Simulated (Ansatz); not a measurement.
# MgO: the cost of one run

Program: Ansatz 0.2.0. Level of theory: DFT r2SCAN, scalar-relativistic, plane waves, PAW. These are calculated values, not measurements.

3 further runs of the same task are left out: 3 set aside as unsound or not needed.

**1. The starting structure**

It takes space group Fm-3m (No. 225, cubic). Conventional cell: a = 4.204 Å, b = 4.204 Å, c = 4.204 Å, α = 90.00°, β = 90.00°, γ = 90.00°. Around Mg (site symmetry m-3m) lie 6 O at 2.10 Å. O (site symmetry m-3m) is surrounded by 6 Mg at 2.10 Å.

Structure file:

```
Mg O
1.0
     2.10220    2.10220    0.00000
    -2.10220    2.10220    0.00000
     0.00000    0.00000    4.20440
Mg O
2 2
Cartesian
  0.0000 0.0000 0.0000
  0.0000 2.1022 2.1022
  0.0000 2.1022 0.0000
  0.0000 0.0000 2.1022
```

It goes back to an entry of the Materials Project.

The unstrained cell comes from an earlier run at this level (4 atoms, E(σ→0) -4996.6700 eV, gap 5.68 eV over the zone).

**2. The cell strained by +1.0 %**

Input file input.yaml:

```yaml
crystal:
  lattice:
    - [2.1022009521, 2.1022009521, 0.0]
    - [-2.1022009521, 2.1022009521, 0.0]
    - [0.029729611, 0.029729611, 4.2044019043]
  atoms:
    - { symbol: Mg, position: [0.0, 0.0, 0.0] }
    - { symbol: Mg, position: [0.5, 0.5, 0.5] }
    - { symbol: O, position: [0.5, 0.5, 0.0] }
    - { symbol: O, position: [0.0, 0.0, 0.5] }
basis:
  ecutwfc: 500
kpoints:
  mp_grid: { grid: [8, 8, 6] }
hamiltonian:
  xc: r2scan
scf:
  occupations: { method: gaussian, width: 0.02 }
output:
  forces: true
  stress: true
  eigenvalues: true
```

The run is started by

```
$ ansatz run input.yaml --threads 1 --pin off --max-ram 2560MiB --backend cpu --events-out ev --progress --plain --runs-dir out
```

What time and memory should one allow on 1 thread of Intel Xeon Platinum 8259CL at 2.50GHz (Skylake/Cascade Lake), shared host?

About 9 s, with a peak of 0.47 GiB.
